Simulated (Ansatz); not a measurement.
# SnSe: the cost of one run

Program: Ansatz 0.2.0. Level of theory: DFT PBEsol+D3(BJ), scalar-relativistic, plane waves, PAW. These are calculated values, not measurements.

1 further run of the same task is left out (set aside as unsound or not needed).

**1. Starting point**

The structure is cubic, space group Fm-3m (No. 225). The conventional cell has a = 5.874 Å, b = 5.874 Å, c = 5.874 Å, α = 90.00°, β = 90.00°, γ = 90.00°. Sn (site symmetry m-3m) has 6 Se at 2.94 Å as nearest neighbours. Around Se (site symmetry m-3m) lie 6 Sn at 2.94 Å.

Structure file:

```xyz
4
Lattice="4.1533 0.0000 0.0000 0.0000 4.1533 0.0000 0.0000 0.0000 5.8741" Properties=species:S:1:pos:R:3 pbc="T T T"
Sn    2.0767    0.0000    1.4687
Sn    0.0000    2.0767    4.4054
Se    2.0767    0.0000    4.4055
Se    0.0000    2.0767    1.4686
```

It goes back to an entry of the Materials Project, which need not be the stable form.

This cell was relaxed beforehand with the same method: volume 25.33 Å³/atom, gap on the mesh 0.28 eV.

**2. Plan of the line**

The energy is mapped over the lattice constants a and c of the conventional cell.

The axes are (1) lattice constant a (and b): 5 values from 5.580 to 6.167 Å; (2) lattice constant c: 5 values from 5.03 to 6.72 Å.

Nothing else is relaxed (fractional coordinates fixed). Energies count from the relaxed crystal. Points are written as (first, second).

**3. Grid point (6.021 Å, 5.03 Å)**

The input, input.yaml:

```yaml
crystal:
  lattice:
    - [4.2571363761, 0.0, 0.0]
    - [0.0, 4.2571363761, 0.0]
    - [0.0, 0.0, 5.0282]
  atoms:
    - { symbol: Sn, position: [0.5, 0.0, 0.2500241371] }
    - { symbol: Sn, position: [0.0, 0.5, 0.7499758629] }
    - { symbol: Se, position: [0.5, 0.0, 0.7499817524] }
    - { symbol: Se, position: [0.0, 0.5, 0.2500182476] }
basis:
  ecutwfc: 420
kpoints:
  mp_grid: { grid: [8, 8, 6] }
hamiltonian:
  xc: pbesol
  pseudopotentials: { kind: paw }
  dispersion: d3bj
scf:
  occupations: { method: gaussian, width: 0.03 }
output:
  forces: true
  stress: true
  eigenvalues: true
```

On the command line:

```
> ansatz run input.yaml --threads 1 --pin off --max-ram 2048MiB --backend cpu --events-out ev --progress --plain --runs-dir out
```

Q: Estimate wall time and peak memory on 1 thread of Arm Neoverse N1, shared host.

About 21 s, with a peak of 0.43 GiB.
